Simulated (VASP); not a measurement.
Set up this calculation in VASP 6.6.1, as the native input.

- Task: density of states
- Functional: PBE
- Potentials or basis: VASP PAW PBE potentials, release 64 (Nb_sv, Sn_d)
- Cutoff: 520 eV
- k mesh: 8 × 8 × 8
- Occupations: methfessel-paxton, width 0.1 eV
- Spin: no spin polarisation
- k mesh for the DOS: 12 × 12 × 12
- Occupations for the DOS: tetrahedron
- Further INCAR settings: ALGO = Normal; EDIFF = 1e-06

Crystal: Nb3Sn.

```
Nb Sn
1.0
     5.25700    0.00000    0.00000
     0.00000    5.25700    0.00000
     0.00000    0.00000    5.25700
Nb Sn
6 2
Direct
  0.25000 0.00000 0.50000
  0.50000 0.75000 0.00000
  0.75000 0.00000 0.50000
  0.50000 0.25000 0.00000
  0.00000 0.50000 0.75000
  0.00000 0.50000 0.25000
  0.00000 0.00000 0.00000
  0.50000 0.50000 0.50000
```

These files were run (other wordings do the same):

POSCAR

```
Nb3Sn                                   
1.0
    5.2569992690      0.0000000000      0.0000000000
    0.0000000000      5.2569992690      0.0000000000
    0.0000000000      0.0000000000      5.2569992690
  Nb              Sn            
     6     2
Direct
     0.2500000000000000    0.0000000000000000    0.5000000000000000
     0.5000000000000000    0.7500000000000000    0.0000000000000000
     0.7500000000000000    0.0000000000000000    0.5000000000000000
     0.5000000000000000    0.2500000000000000    0.0000000000000000
     0.0000000000000000    0.5000000000000000    0.7500000000000000
     0.0000000000000000    0.5000000000000000    0.2500000000000000
     0.0000000000000000    0.0000000000000000    0.0000000000000000
     0.5000000000000000    0.5000000000000000    0.5000000000000000
```

INCAR.step1

```
SYSTEM = Nb3Sn
PREC     = Accurate       ! precision mode
ENCUT    = 520            ! plane-wave cutoff, eV
EDIFF    = 1E-6           ! SCF threshold, eV
ISMEAR   = 1              ! smearing method
SIGMA    = 0.1            ! smearing width, eV
LREAL    = .FALSE.        ! projectors in reciprocal space
LASPH    = .TRUE.         ! aspherical terms in the spheres
NELM     = 80             ! most SCF steps
ALGO     = Normal         ! electronic algorithm
ISIF     = 2              ! what is computed and relaxed
LWAVE    = .FALSE.        ! write WAVECAR
LCHARG   = .TRUE.         ! write CHGCAR
LMAXMIX  = 4              ! l up to which the mixer works
GGA      = PE             ! functional
KPAR     = 4
```

KPOINTS.step1

```
regular mesh
0
G
  8 8 8
  0 0 0
```

INCAR.step2

```
SYSTEM = Nb3Sn
PREC     = Accurate       ! precision mode
ENCUT    = 520            ! plane-wave cutoff, eV
EDIFF    = 1E-6           ! SCF threshold, eV
ISMEAR   = -5             ! smearing method
SIGMA    = 0.1            ! smearing width, eV
LREAL    = .FALSE.        ! projectors in reciprocal space
LASPH    = .TRUE.         ! aspherical terms in the spheres
NELM     = 80             ! most SCF steps
ALGO     = Normal         ! electronic algorithm
ISIF     = 2              ! what is computed and relaxed
LWAVE    = .FALSE.        ! write WAVECAR
LCHARG   = .FALSE.        ! write CHGCAR
LMAXMIX  = 4              ! l up to which the mixer works
GGA      = PE             ! functional
LORBIT   = 11             ! projections on sites
KPAR     = 4            
NEDOS    = 1001           ! points of the DOS
ICHARG   = 11             ! starting density
```

KPOINTS.step2

```
regular mesh
0
G
  12 12 12
  0 0 0
```

Potentials or basis: VASP PAW PBE potentials, release 64 (Nb_sv, Sn_d).

Run with:

```sh
$ cat potpaw_PBE.64/Nb_sv/POTCAR potpaw_PBE.64/Sn_d/POTCAR > POTCAR
$ cp INCAR.step1 INCAR
$ cp KPOINTS.step1 KPOINTS
$ mpirun -np 4 vasp_std > vasp.out
$ cp INCAR.step2 INCAR
$ cp KPOINTS.step2 KPOINTS
$ mpirun -np 4 vasp_std > vasp.out
```

It gave:

```json
{
 "Valence electrons inside the program's atomic spheres": "Nb 10.73; Sn 12.62"
}
```

Run time: 2.5 min on 4 MPI ranks on AMD EPYC 9R45 96-Core Processor (Zen 5) (shared host), peak memory 0.61 GiB a rank.
